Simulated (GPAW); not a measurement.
# CN in line between two Sb chains: transmission at several levels

How well does CN in line between two Sb chains conduct at low bias, and how far do basis and functional move the answer?

Method: GPAW LCAO, PAW setups; Landauer transmission from Green's functions with principal layers (ASE), zero bias, in GPAW 26.7.0.

## 1. The starting structure

The cell holds 10 atoms: 8 Sb, 1 C and 1 N. Its edges and angles: a = 9.000 Å, b = 9.000 Å, c = 24.346 Å, α = 90.0°, β = 90.0°, γ = 90.0°. Regions: left lead, 4 atoms (4 Sb); channel, 2 atoms (1 C and 1 N); right lead, 4 atoms (4 Sb). Vacuum lies along a and b. The structure is stacked along c, and the current runs across the ab planes.

## 2. GPAW, dzp

Localised orbitals split the wire into layers that couple to their neighbours alone, which is what the Green's function method needs; double zeta with polarisation is the usual level for numbers.

The input, run.py:

```python
import json
import numpy as np
from ase import Atoms
from ase.transport.calculators import TransportCalculator
from gpaw import GPAW, FermiDirac
from gpaw.lcao.tools import get_lcao_hamiltonian
from scipy.linalg import eigh

# The junction with lead layers at both ends, along the third cell vector
device = Atoms(
    ['Sb', 'Sb', 'Sb', 'Sb', 'C', 'N', 'Sb', 'Sb', 'Sb', 'Sb'],
    positions=[
        [4.50000, 4.50000, 1.37500],
        [4.50000, 4.50000, 4.12500],
        [4.50000, 4.50000, 6.87500],
        [4.50000, 4.50000, 9.62500],
        [4.50000, 4.50000, 11.59500],
        [4.50000, 4.50000, 12.77500],
        [4.50000, 4.50000, 14.72090],
        [4.50000, 4.50000, 17.47090],
        [4.50000, 4.50000, 20.22090],
        [4.50000, 4.50000, 22.97090]],
    cell=[[9.0, 0.0, 0.0], [0.0, 9.0, 0.0], [0.0, 0.0, 24.3459]],
    pbc=True)

# One principal layer of the lead: the first 2 atoms of the device
lead = Atoms(
    ['Sb', 'Sb'],
    positions=[
        [4.50000, 4.50000, 1.37500],
        [4.50000, 4.50000, 4.12500]],
    cell=[[9.0, 0.0, 0.0], [0.0, 9.0, 0.0], [0.0, 0.0, 5.5]],
    pbc=True)

settings = dict(mode='lcao', basis='dzp', xc='PBE', h=0.18,
                occupations=FermiDirac(0.1), maxiter=250,
                mixer=dict(beta=0.1, nmaxold=8, weight=100.0),
                convergence=dict(density=0.0001))
energies = np.arange(-2, 2 + 1e-9, 0.05)
eta = 0.0001
n1, n2 = 1, 1
# k and -k transmit alike, so half of the mesh across the current serves
mesh = [(i, j) for i in range(n1) for j in range(n2) if (i, j) <= (-i % n1, -j % n2)]
weights = np.array([1 if (i, j) == (-i % n1, -j % n2) else 2 for i, j in mesh]) / (n1 * n2)

# [... helper functions left out ...]
fermi_lead = ground_state(lead, (1, 1, 20), 'lead.txt')
fermi_device = ground_state(device, (1, 1, 3), 'device.txt')
# [... loop over the mesh left out, but for ...]
        # Shift the lead onto the potential of the device's first layer
        shift = ((H[:, 0, 0] - H0[:, 0, 0]) / S0[0, 0]).real.mean()
# [...]
kT = 8.617333e-5 * 200
bias = [0.1, 0.2, 0.5, 1.0, 1.5, 2.0]
# [... integrals and printing left out ...]
```

On the command line:

```sh
OMP_NUM_THREADS=1 OPENBLAS_NUM_THREADS=1 python run.py
```

Output:

```text
basis functions: device 210, principal layer 46
Fermi level: lead -3.1684 eV, device -3.1285 eV; lead shifted by -0.1032 eV
largest coupling past the next layer 7.85e-05 eV, largest misfit of the first layer 0.076 eV
  E-E_F (eV)   T (one spin)  [channel counts left out]
    -2.000    5.4261e-02
    -1.950    5.4429e-02
    -1.900    5.4595e-02
    -1.850    5.4761e-02
    -1.800    5.4926e-02
    -1.750    5.5091e-02
    -1.700    5.5256e-02
    -1.650    2.6569e-01
    -1.600    6.9406e-01
    -1.550    1.1216e+00
    -1.500    1.3782e+00
    -1.450    1.4924e+00
    -1.400    1.5314e+00
    -1.350    1.5367e+00
    -1.300    1.5303e+00
    -1.250    1.5231e+00
[...]
1.650    7.6162e-01
     1.700    6.7889e-01
     1.750    5.7523e-01
     1.800    4.3900e-01
     1.850    2.4955e-01
     1.900    5.9665e-02
     1.950    5.9593e-02
     2.000    6.0184e-02
conductance at 200 K: 1.9056 G0 a cell; thermopower 0.1425 uV/K
current from the zero-bias T(E) at 0.1 V: 14.762 uA
current from the zero-bias T(E) at 0.2 V: 29.511 uA
current from the zero-bias T(E) at 0.5 V: 73.522 uA
current from the zero-bias T(E) at 1.0 V: 145.14 uA
current from the zero-bias T(E) at 1.5 V: 212.6 uA
current from the zero-bias T(E) at 2.0 V: 273.68 uA
```

It took 37 s on 1 thread of Arm Neoverse V2, shared host; peak memory 1.2 GiB.

Numbers from this step:

| Quantity | Value |
| --- | --- |
| conductance | 1.906 G₀ |
| largest coupling past the next principal layer | 7.85e-5 eV |
| largest misfit of the first principal layer | 0.07643 eV |
| shift that aligns the lead | -0.1032 eV |
| basis functions of the junction | 210 |
| basis functions of a principal layer | 46 |
| transmission at the Fermi level (one spin) | 1.906 |

One spin. Table of transmission, zone mean by energy, zero at the Fermi level:

energy (eV), transmission, zone mean and a bar:
```
   -2.000       0.05 
   -1.800       0.05 
   -1.600       0.69 ##########
   -1.400       1.53 ########################
   -1.200       1.52 ########################
   -1.000       1.58 #########################
   -0.800       1.71 ###########################
   -0.600       1.81 ############################
   -0.400       1.87 #############################
   -0.200       1.90 ##############################
   -0.100       1.91 ##############################
    0.000       1.91 ##############################
    0.200       1.88 ##############################
    0.400       1.81 ############################
    0.600       1.70 ###########################
    0.800       1.56 ########################
    1.000       1.39 ######################
    1.200       1.21 ###################
    1.400       1.04 ################
    1.600       0.83 #############
    1.800       0.44 ######
    2.000       0.06
```

Not self-consistent under bias; the bias window is split evenly. Current through one cell, from the zero-bias transmission against bias:

```tsv
bias (V)	current through one cell, from the zero-bias transmission (μA)
0.100	14.8
0.200	29.5
0.500	73.5
1.000	145
1.500	213
2.000	274
```

Transmission of the three most open eigenchannels against energy, zero at the Fermi level:

```tsv
energy (eV)	channel 1	channel 2	channel 3
-2.00	0.0543	0	0
-1.85	0.0548	2.7e-12	2.7e-12
-1.70	0.0553	1.9e-7	1.9e-7
-1.60	0.319	0.319	0.0556
-1.45	0.718	0.718	0.0561
-1.30	0.737	0.737	0.0566
-1.15	0.734	0.734	0.0571
-1.05	0.750	0.750	0.0575
-0.90	0.793	0.793	0.0580
-0.75	0.840	0.840	0.0585
-0.60	0.877	0.877	0.0590
-0.50	0.894	0.894	0.0593
-0.35	0.912	0.912	0.0597
-0.20	0.922	0.922	0.0600
-0.05	0.924	0.924	0.0603
0.00	0.923	0.923	0.0604
0.05	0.921	0.921	0.0604
0.20	0.909	0.909	0.0606
0.35	0.887	0.887	0.0607
0.50	0.852	0.852	0.0607
0.60	0.822	0.822	0.0606
0.75	0.768	0.768	0.0605
0.90	0.706	0.706	0.0604
1.05	0.641	0.641	0.0602
1.15	0.598	0.598	0.0601
1.30	0.533	0.533	0.0599
1.45	0.466	0.466	0.0598
1.60	0.385	0.385	0.0597
1.70	0.310	0.310	0.0597
1.85	0.0949	0.0949	0.0597
2.00	0.0602	5.0e-10	5.0e-10
```

Couplings past the next layer reach 7.9e-5 eV, small enough to drop; the matrix elements of the cell's first layer differ from the bulk lead's by up to 0.076 eV. That layer keeps its own values in the calculation, and only beyond it is the lead taken as perfect. The Fermi levels of lead and junction count from different zeros of potential, one for each periodic cell; with both set to zero, the small remaining shift is what aligns them. By hand: G = 1.906 × 77.48 μS = 148 μS, a resistance of 6.77 kΩ; at 0.1 V a linear junction would pass 14.8 μA, and the integral over the bias window gives 14.8 μA.

## 3. GPAW, szp: basis = "szp(dzp)"

The second zeta is dropped, the polarisation orbitals stay.

run.py: that of step 2 with these lines changed.

```diff
@@ -34,3 +34,3 @@
 
-settings = dict(mode='lcao', basis='dzp', xc='PBE', h=0.18,
+settings = dict(mode='lcao', basis='szp(dzp)', xc='PBE', h=0.18,
                 occupations=FermiDirac(0.1), maxiter=250,
```

Output:

```text
basis functions: device 130, principal layer 28
Fermi level: lead -3.3261 eV, device -3.3683 eV; lead shifted by -0.1075 eV
largest coupling past the next layer 7.85e-05 eV, largest misfit of the first layer 0.071 eV
  E-E_F (eV)   T (one spin)  [channel counts left out]
    -2.000    5.2861e-02
    -1.950    5.3162e-02
    -1.900    5.3460e-02
    -1.850    5.3754e-02
    -1.800    5.4047e-02
    -1.750    5.4338e-02
    -1.700    5.4643e-02
    -1.650    1.9403e-01
    -1.600    5.2559e-01
    -1.550    9.5195e-01
    -1.500    1.2626e+00
    -1.450    1.4178e+00
    -1.400    1.4781e+00
    -1.350    1.4938e+00
    -1.300    1.4928e+00
    -1.250    1.4895e+00
[...]
1.650    8.1841e-01
     1.700    7.3537e-01
     1.750    6.2759e-01
     1.800    4.7832e-01
     1.850    2.5393e-01
     1.900    7.0150e-02
     1.950    6.8490e-02
     2.000    6.8584e-02
conductance at 200 K: 1.9204 G0 a cell; thermopower 0.07868 uV/K
current from the zero-bias T(E) at 0.1 V: 14.877 uA
current from the zero-bias T(E) at 0.2 V: 29.74 uA
current from the zero-bias T(E) at 0.5 V: 74.117 uA
current from the zero-bias T(E) at 1.0 V: 146.47 uA
current from the zero-bias T(E) at 1.5 V: 214.83 uA
current from the zero-bias T(E) at 2.0 V: 276.72 uA
```

Wall time 31 s (1 thread); peak memory 1.2 GiB.

Numbers from this step:

```
conductance                                 : 1.920 G₀
largest misfit of the first principal layer : 0.07125 eV
shift that aligns the lead                  : -0.1075 eV
basis functions of the junction             : 130
basis functions of a principal layer        : 28
transmission at the Fermi level (one spin)  : 1.921
```

One spin. Transmission, zone mean against energy, zero at the Fermi level:

energy (eV), transmission, zone mean and a bar:
```
    -2.00       0.05 
    -1.85       0.05 
    -1.70       0.05 
    -1.60       0.53 ########
    -1.45       1.42 ######################
    -1.30       1.49 #######################
    -1.15       1.50 #######################
    -1.05       1.54 ########################
    -0.90       1.64 ##########################
    -0.75       1.74 ###########################
    -0.60       1.82 ############################
    -0.50       1.86 #############################
    -0.35       1.89 ##############################
    -0.20       1.91 ##############################
    -0.05       1.92 ##############################
     0.00       1.92 ##############################
     0.05       1.92 ##############################
     0.20       1.90 ##############################
     0.35       1.86 #############################
     0.50       1.80 ############################
     0.60       1.74 ###########################
     0.75       1.64 #########################
     0.90       1.52 ########################
     1.05       1.39 #####################
     1.15       1.30 ####################
     1.30       1.17 ##################
     1.45       1.04 ################
     1.60       0.89 #############
     1.70       0.74 ###########
     1.85       0.25 ###
     2.00       0.07
```

Not self-consistent under bias; the bias window is split evenly. Table of current through one cell, from the zero-bias transmission by bias:

```tsv
bias (V)	current through one cell, from the zero-bias transmission (μA)
0.100	14.9
0.200	29.7
0.500	74.1
1.000	146
1.500	215
2.000	277
```

The transmission of the three most open eigenchannels by energy, zero at the Fermi level:

```tsv
energy (eV)	channel 1	channel 2	channel 3
-2.000	0.0529	0	0
-1.800	0.0540	1.7e-11	1.7e-11
-1.600	0.235	0.235	0.0552
-1.400	0.711	0.711	0.0563
-1.200	0.717	0.717	0.0575
-1.000	0.757	0.757	0.0586
-0.800	0.826	0.826	0.0597
-0.600	0.881	0.881	0.0608
-0.400	0.911	0.911	0.0618
-0.200	0.926	0.926	0.0627
0.000	0.929	0.929	0.0636
0.200	0.918	0.918	0.0643
0.400	0.889	0.889	0.0649
0.600	0.838	0.838	0.0654
0.800	0.767	0.767	0.0659
1.000	0.682	0.682	0.0662
1.200	0.596	0.596	0.0666
1.400	0.510	0.510	0.0669
1.600	0.409	0.409	0.0673
1.800	0.205	0.205	0.0677
2.000	0.0686	4.4e-10	4.4e-10
```

The conductance, 1.92 G₀, lies 0.8 % above that of the dzp run.

## 4. Minimal basis

The minimal basis is the cheapest rung: no second zeta and no polarisation.

run.py: that of step 3 with these lines changed.

```diff
@@ -34,3 +34,3 @@
 
-settings = dict(mode='lcao', basis='szp(dzp)', xc='PBE', h=0.18,
+settings = dict(mode='lcao', basis='sz(dzp)', xc='PBE', h=0.18,
                 occupations=FermiDirac(0.1), maxiter=250,
```

Output:

```text
basis functions: device 80, principal layer 18
Fermi level: lead -3.0918 eV, device -3.1586 eV; lead shifted by -0.1153 eV
largest coupling past the next layer 7.91e-05 eV, largest misfit of the first layer 0.077 eV
  E-E_F (eV)   T (one spin)  [channel counts left out]
    -2.000    5.3515e-02
    -1.950    5.3868e-02
    -1.900    5.4223e-02
[...]
1.950    7.5339e-02
     2.000    7.5578e-02
conductance at 200 K: 1.9149 G0 a cell; thermopower 0.1122 uV/K
current from the zero-bias T(E) at 0.1 V: 14.834 uA
current from the zero-bias T(E) at 0.2 V: 29.655 uA
current from the zero-bias T(E) at 0.5 V: 73.908 uA
current from the zero-bias T(E) at 1.0 V: 146.04 uA
current from the zero-bias T(E) at 1.5 V: 214.01 uA
current from the zero-bias T(E) at 2.0 V: 274.92 uA
```

The job ended after 24 s (1 thread; peak memory 1.1 GiB).

Numbers from this step:

```
conductance                                    : 1.915 G₀
largest coupling past the next principal layer : 7.91e-5 eV
largest misfit of the first principal layer    : 0.07741 eV
shift that aligns the lead                     : -0.1153 eV
basis functions of the junction                : 80
basis functions of a principal layer           : 18
transmission at the Fermi level (one spin)     : 1.915
```

One spin. Table of transmission, zone mean by energy, zero at the Fermi level:

energy (eV), transmission, zone mean and a bar:
```
    -2.00       0.05 
    -1.90       0.05 
    -1.80       0.13 #
    -1.70       0.67 ##########
    -1.55       1.35 #####################
    -1.45       1.41 ######################
    -1.35       1.41 ######################
    -1.25       1.42 ######################
    -1.15       1.47 #######################
    -1.05       1.53 ########################
    -0.90       1.65 ##########################
    -0.80       1.72 ###########################
    -0.70       1.78 ############################
    -0.60       1.83 #############################
    -0.50       1.86 #############################
    -0.40       1.88 #############################
    -0.25       1.91 ##############################
    -0.15       1.91 ##############################
    -0.05       1.92 ##############################
     0.00       1.92 ##############################
     0.05       1.91 ##############################
     0.15       1.90 ##############################
     0.25       1.88 #############################
     0.40       1.83 #############################
     0.50       1.78 ############################
     0.60       1.72 ###########################
     0.70       1.64 ##########################
     0.80       1.55 ########################
     0.90       1.45 #######################
     1.05       1.30 ####################
     1.15       1.20 ##################
     1.25       1.10 #################
     1.35       1.00 ###############
     1.45       0.91 ##############
     1.55       0.82 ############
     1.70       0.62 #########
     1.80       0.28 ####
     1.90       0.08 
     2.00       0.08
```

The conductance, 1.91 G₀, lies 0.5 % above that of the dzp run.

## 5. revPBE in the dzp basis: xc = "revPBE"

Back in the dzp basis, the functional changes from PBE to revPBE, to set the spread between functionals beside that between bases.

run.py: that of step 4 with these lines changed.

```diff
@@ -34,3 +34,3 @@
 
-settings = dict(mode='lcao', basis='sz(dzp)', xc='PBE', h=0.18,
+settings = dict(mode='lcao', basis='dzp', xc='revPBE', h=0.18,
                 occupations=FermiDirac(0.1), maxiter=250,
```

Output:

```text
basis functions: device 210, principal layer 46
Fermi level: lead -3.1004 eV, device -3.0596 eV; lead shifted by -0.0981 eV
largest coupling past the next layer 7.87e-05 eV, largest misfit of the first layer 0.076 eV
  E-E_F (eV)   T (one spin)  [channel counts left out]
    -2.000    5.6026e-02
    -1.950    5.6183e-02
    -1.900    5.6337e-02
[...]
1.950    6.1529e-02
     2.000    5.9592e-02
conductance at 200 K: 1.902 G0 a cell; thermopower 0.1587 uV/K
current from the zero-bias T(E) at 0.1 V: 14.734 uA
current from the zero-bias T(E) at 0.2 V: 29.453 uA
current from the zero-bias T(E) at 0.5 V: 73.369 uA
current from the zero-bias T(E) at 1.0 V: 144.78 uA
current from the zero-bias T(E) at 1.5 V: 211.97 uA
current from the zero-bias T(E) at 2.0 V: 272.73 uA
```

The job ended after 40 s (1 thread; peak memory 1.2 GiB).

Numbers from this step:

| Item | Value |
| --- | --- |
| conductance | 1.902 G₀ |
| largest coupling past the next principal layer | 7.87e-5 eV |
| largest misfit of the first principal layer | 0.07575 eV |
| shift that aligns the lead | -0.09811 eV |
| basis functions of the junction | 210 |
| basis functions of a principal layer | 46 |
| transmission at the Fermi level (one spin) | 1.902 |

The conductance equals that of the dzp run to 0.2 %.

## 6. All levels side by side

Times are for 1 thread of Arm Neoverse V2, shared host. The series side by side:

```tsv
no.	run	conductance (G₀)	time	memory (GiB)
1	dzp	1.906	37 s	1.2
2	szp	1.920	31 s	1.2
3	sz	1.915	24 s	1.1
4	dzp revPBE	1.902	40 s	1.2
```

## 7. Comparison

The curves are compared point by point over the common energies.

This step: comparison of transmission and cost over codes and levels (GPAW 26.7.0).

Ladder, by row:

```tsv
step	code	T at the Fermi level (sum over the listed spins)	conductance (G0)	r.m.s. T(E) from the first	wall time (s)	peak memory (GiB)	threads
dzp	GPAW	1.906	1.906	0	36.87	1.18	1
szp	GPAW	1.921	1.92	0.04373	30.98	1.16	1
sz	GPAW	1.915	1.915	0.1399	24.35	1.1	1
dzp-revPBE	GPAW	1.902	1.902	0.01064	40.04	1.18	1
```

Transmission, zone mean, sum over the listed spins against energy, zero at the Fermi level:

```tsv
energy (eV)	dzp	szp	sz	dzp-revPBE
-2.0000	0.0543	0.0529	0.0535	0.0560
-1.7500	0.0551	0.0543	0.332	0.0568
-1.5000	1.38	1.26	1.40	1.40
-1.2500	1.52	1.49	1.42	1.52
-1.0000	1.58	1.57	1.57	1.58
-0.7500	1.74	1.74	1.75	1.73
-0.5000	1.85	1.86	1.86	1.84
-0.2500	1.90	1.91	1.91	1.90
-0.1000	1.91	1.92	1.92	1.90
-0.0500	1.91	1.92	1.92	1.90
0.0000	1.91	1.92	1.92	1.90
0.2500	1.87	1.89	1.88	1.86
0.5000	1.77	1.80	1.78	1.76
0.7500	1.60	1.64	1.60	1.58
1.0000	1.39	1.43	1.35	1.37
1.2500	1.17	1.22	1.10	1.16
1.5000	0.943	0.995	0.865	0.929
1.7500	0.575	0.628	0.494	0.566
2.0000	0.0602	0.0686	0.0756	0.0596
```

(Continued in part 2 of 2.)

[Logs are printed without paths, hosts, clocks, repeated set-up lines and the standing remarks that a program may print on its own settings, such as how far it seeks lower states.]

[Hosts, paths, dates, database ids (printed as entryN), source tags and the programs' standing remarks are cut or masked in the printed files.]
